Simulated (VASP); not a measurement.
# Ti (Fm-3m) in VASP: further runs, part 2 of 2

VASP 6.6.1. The steps go on from the part before.

**3. Single point, PBEsol**

File INCAR:

```
SYSTEM = Ti
ALGO = Fast
EDIFF = 1E-6
ENCUT = 520
GGA = PS
ISIF = 2
ISMEAR = 0
LASPH = .True.
LCHARG = .False.
LREAL = .False.
LWAVE = .False.
NBANDS = 12
NELM = 80
PREC = Accurate
SIGMA = 0.15
```

File KPOINTS:

```
k-points
0
Gamma
  20 20 20
  0 0 0
```

File POSCAR:

```
Ti
1.0
    0.0000000000      2.0300000000      2.0300000000
    2.0300000000      0.0000000000      2.0300000000
    2.0300000000      2.0300000000      0.0000000000
Ti
1
Direct
    0.0000000000      0.0000000000      0.0000000000
```

Potentials or basis: VASP PAW PBE potentials, release 64 (Ti_sv).

Command:

```console
cat potpaw_PBE.64/Ti_sv/POTCAR > POTCAR
mpirun -np 1 vasp_std > vasp.out
```

OUTCAR:

```text
SYSTEM = Ti
   EDIFF = 1E-6
   ENCUT = 520
   GGA = PS
   ISIF = 2
   ISMEAR = 0
   LASPH = .True.
   LREAL = .False.
   NELM = 80
   PREC = Accurate

 ion  position               nearest neighbor table
   1  0.000  0.000  0.000-

  LATTYP: Found a face centered cubic cell.
 ALAT       =     4.0600000000

  Lattice vectors:

 A1 = (   0.0000000000,   2.0300000000,   2.0300000000)
 A2 = (   2.0300000000,   0.0000000000,   2.0300000000)
 A3 = (   2.0300000000,   2.0300000000,   0.0000000000)

Analysis of symmetry for initial positions (statically):
=====================================================================
 Subroutine PRICEL returns:
 Original cell was already a primitive cell.

 Routine SETGRP: Setting up the symmetry group for a
 face centered cubic supercell.

 Subroutine GETGRP returns: Found 48 space group operations
 (whereof 48 operations were pure point group operations)
 out of a pool of 48 trial point group operations.

The static configuration has the point symmetry O_h .

Analysis of symmetry for dynamics (positions and initial velocities):
=====================================================================
 Subroutine PRICEL returns:
 Original cell was already a primitive cell.

 Routine SETGRP: Setting up the symmetry group for a
 face centered cubic supercell.

 Subroutine GETGRP returns: Found 48 space group operations
 (whereof 48 operations were pure point group operations)
 out of a pool of 48 trial point group operations.

The dynamic configuration has the point symmetry O_h .

 Subroutine INISYM returns: Found 48 space group operations
 (whereof 48 operations are pure point group operations),
 and found     1 'primitive' translations

----------------------------------------------------------------------------------------

[... 116 lines left out ...]
   LHFCALC =     F    Hartree Fock is set to
   AEXX    =    0.0000 exact exchange contribution
   IVDW    =     0    specifies the selected vdW correction
   LEPSILON=     F    determine dielectric tensor
   LRPA    =     F    only Hartree local field effects (RPA)
 non-spin polarized calculation
 RMM-DIIS sequential band-by-band and
 Gauss-broadening in eV      SIGMA  =   0.15
  energy-cutoff  :      520.00
  volume of cell :       16.73
 maximum number of plane-waves:       465
 NGX is ok and might be reduce to    24
   NGX = 11   NGY = 11   NGZ = 11

 number of electron      12.0000002 magnetization

 Free energy of the ion-electron system (eV)
  ---------------------------------------------------
  ext. energy  EPLUGINS =         0.00000000
  ---------------------------------------------------
  free energy    TOTEN  =        -8.29269120 eV

  energy without entropy =       -8.27406050  energy(sigma->0) =       -8.28337585

 E-fermi :   8.4960     XC(G=0): -11.8159

 val. band max:        8.4915719921   @ k =   0.5000   0.3000   0.1500
 cond. band min:       8.5021113738   @ k =   0.2000   0.1500   0.0000
 fundamental gap:      0.0105393817
 Fermi energy:         8.4959749793

 k-point     1 :       0.0000    0.0000    0.0000
  band No.  band energies     occupation
      1     -47.9201      2.00000
      2     -23.8275      2.00000
      3     -23.8275      2.00000
      4     -23.8275      2.00000
      5       2.3098      2.00000
      6       9.3942      0.00000
      7       9.3942      0.00000
      8       9.3942      0.00000
      9      11.1036      0.00000
     10      11.1036      0.00000
     11      23.9702      0.00000
     12      28.5867      0.00000
[... 331 lines left out ...]
 k-point    24 :      -0.3500    0.0500    0.0000
  band No.  band energies     occupation
      1     -47.7974      2.00000
      2     -24.4663      2.00000
      3     -23.9295      2.00000
      4     -23.9042      2.00000
      5       5.4552      2.00000
      6       8.5623      0.53171
      7       9.3703      0.00000
      8       9.4578      0.00000
      9      11.6653      0.00000
     10      12.0714      0.00000
     11      18.8464      0.00000
     12      23.8077      0.00000

 [... further k-points ...]

------------------------ aborting loop because EDIFF is reached ----------------------------------------

  FORCE on cell =-STRESS in cart. coord.  units (eV):
  Direction    XX          YY          ZZ          XY          YZ          ZX
  --------------------------------------------------------------------------------------
  -------------------------------------------------------------------------------------
  Total       -0.0602120     -0.0602120     -0.0602120     -0.0000000     -0.0000000      0.0000000
  in kB       -5.7660078     -5.7660078     -5.7660078     -0.0000000     -0.0000000      0.0000000
  external PRESSURE =      -5.7660078 kB  Pullay stress =       0.0000000 kB

 VOLUME and BASIS-vectors are now :
 -----------------------------------------------------------------------------
  energy-cutoff  :      520.00
  volume of cell :       16.73
      direct lattice vectors                 reciprocal lattice vectors
     0.000000000  2.030000000  2.030000000    -0.246305419  0.246305419  0.246305419
     2.030000000  0.000000000  2.030000000     0.246305419 -0.246305419  0.246305419
     2.030000000  2.030000000  0.000000000     0.246305419  0.246305419 -0.246305419

 POSITION                                       TOTAL-FORCE (eV/Angst)
 -----------------------------------------------------------------------------------
      0.00000      0.00000      0.00000         0.000000      0.000000      0.000000
 -----------------------------------------------------------------------------------
    total drift:                               -0.000000      0.000000     -0.000000

  FREE ENERGIE OF THE ION-ELECTRON SYSTEM (eV)
  ---------------------------------------------------
  free  energy   TOTEN  =        -8.2926911986 eV

  energy  without entropy=       -8.2740604987  energy(sigma->0) =       -8.28337585
```

Run time: 40 s. Hardware: 1 thread of Intel Xeon Platinum 8488C (Sapphire Rapids), shared host; peak memory 0.17 GiB.

Results:

| Quantity | Value |
| --- | --- |
| Free energy | -8.2927 eV |
| Pressure | -0.6 GPa |
| Band gap on the k mesh | none (metal or under the smearing width) |

Caveat: the PAW data sets were made with another functional, which shifts forces and pressure a little.
